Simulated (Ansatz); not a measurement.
CdSe, DFT, LDA, all-electron PAW with datasets made for the crystal, scalar-relativistic (Ansatz 0.2.0), run on 1 thread of Intel(R) Xeon(R) Platinum 8488C (Sapphire Rapids) on a shared host.

The cell is the one relaxed in the Materials Project (mp-2691), not relaxed further here; entries there can be hypothetical. The listed cell was then made from it by scaling, straining or moving an atom.

Command: `ansatz run input.yaml --threads 1 --pin off --max-ram 3072MiB --backend cpu --events-out ev --progress --plain --runs-dir out`

```yaml
crystal:
  lattice:
    - [0.0, 3.0702711986, 3.0088657746]
    - [3.0702711986, 0.0, 3.0088657746]
    - [3.0702711986, 3.0702711986, 0.0]
  atoms:
    - { symbol: Cd, position: [0.0, 0.0, 0.0] }
    - { symbol: Se, position: [0.25, 0.25, 0.25] }
kpoints:
  mp_grid: { grid: [8, 8, 8] }
scf:
  occupations: { method: fermi_dirac, width: 0.03 }
hamiltonian:
  xc: lda
  pseudopotentials: { kind: all_electron, datasets: crystal }
output:
  forces: true
  stress: true
  eigenvalues: true
  efg: { contact_densities: true }
```

(1) How large is the problem that the program sets up?

(2) About how long does it take, and how much memory does it use?

(3) And the same cell and mesh by frozen-core PAW, asked for forces, stress, eigenvalues, efg, on the same hardware?

Results:

(1) 59 irreducible k-points, 515 plane waves at Γ, 13 bands.

(2) 9.2 s of wall time for 8 SCF iterations, with a peak of 0.57 GiB. Times on shared machines scatter by tens of per cent.

(3) 5.3 s, peak memory 0.46 GiB.
